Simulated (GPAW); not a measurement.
# InAs: band structure with PBEint

**Experimental background.**

From a printed reference work, data compilation, for a bulk crystal of InAs at 4.2 K: band gap 0.418 eV (direct).

The system is InAs.

```xyz
2
Lattice="0.0000 3.0180 3.0180 3.0180 0.0000 3.0180 3.0180 3.0180 0.0000" Properties=species:S:1:pos:R:3 pbc="T T T"
In    0.0000    0.0000    0.0000
As    4.5270    4.5270    4.5270
```

```yaml
Program: GPAW 26.7.0
Task: band structure
Functional: PBEint
Potentials_or_basis: PAW data sets generated in the run's folder for this functional
Cutoff: 600 eV
Basis: pw
k_mesh: 6 × 6 × 6
Occupations: fermi-dirac, width 0.05 eV
Spin: spin-orbit coupling, no magnetisation
Maxiter: 150
Band_path: GXWKGLUWLK,UX
Band_points: 100
spin_axis_theta_degrees: 0
spin_axis_phi_degrees: 0
Soc_after_scf: second variation
```

- Pressure: 2.2 GPa
- Band gap along the path: none (metal or under the smearing width)

Levels at the corners of the path, in eV from the Fermi level:
| point | band 15 | band 16 | band 17 | band 18 | band 19 | band 20 | band 21 | band 22 |
| --- | --- | --- | --- | --- | --- | --- | --- | --- |
| Γ | -0.29 | -0.29 | 0.00 | 0.00 | 0.00 | 0.00 | 3.39 | 3.39 |
| X | -2.50 | -2.50 | -2.50 | -2.50 | 1.35 | 1.35 | 1.91 | 1.91 |
| W | -3.19 | -3.13 | -3.08 | -2.99 | 3.99 | 4.12 | 4.17 | 4.19 |
| K | -3.47 | -3.46 | -2.12 | -2.11 | 1.93 | 1.94 | 4.11 | 4.16 |
| Γ | -0.29 | -0.29 | 0.00 | 0.00 | 0.00 | 0.00 | 3.39 | 3.39 |
| L | -1.27 | -1.27 | -1.00 | -1.00 | 0.82 | 0.82 | 4.41 | 4.41 |
| U | -3.47 | -3.46 | -2.12 | -2.11 | 1.93 | 1.94 | 4.11 | 4.16 |
| W | -3.19 | -3.13 | -3.08 | -2.99 | 3.99 | 4.12 | 4.17 | 4.19 |
| L | -1.27 | -1.27 | -1.00 | -1.00 | 0.82 | 0.82 | 4.41 | 4.41 |
| K | -3.47 | -3.46 | -2.12 | -2.11 | 1.93 | 1.94 | 4.11 | 4.16 |
| U | -3.47 | -3.46 | -2.12 | -2.11 | 1.93 | 1.94 | 4.11 | 4.16 |
| X | -2.50 | -2.50 | -2.50 | -2.50 | 1.35 | 1.35 | 1.91 | 1.91 |

Wall time 19 s on 1 thread of AMD EPYC 9R45 96-Core Processor (Zen 5), on a shared host, peak memory 0.33 GiB.

A measured gap of InAs is 0.418 eV (direct; 4.2 K; a printed reference work, data compilation); the calculated 0.00 eV misses it by -0.42 eV. The value is that of PBEint, without temperature or zero-point motion.

Caveat: spin-orbit coupling was added after a scalar SCF, so levels and gaps hold it while energy, forces, pressure and moments don't; this program's spin-orbit splittings come out too wide for heavy elements; this crystal is a semiconductor, whose small gap the functional closes, so the metal is an error of the method.
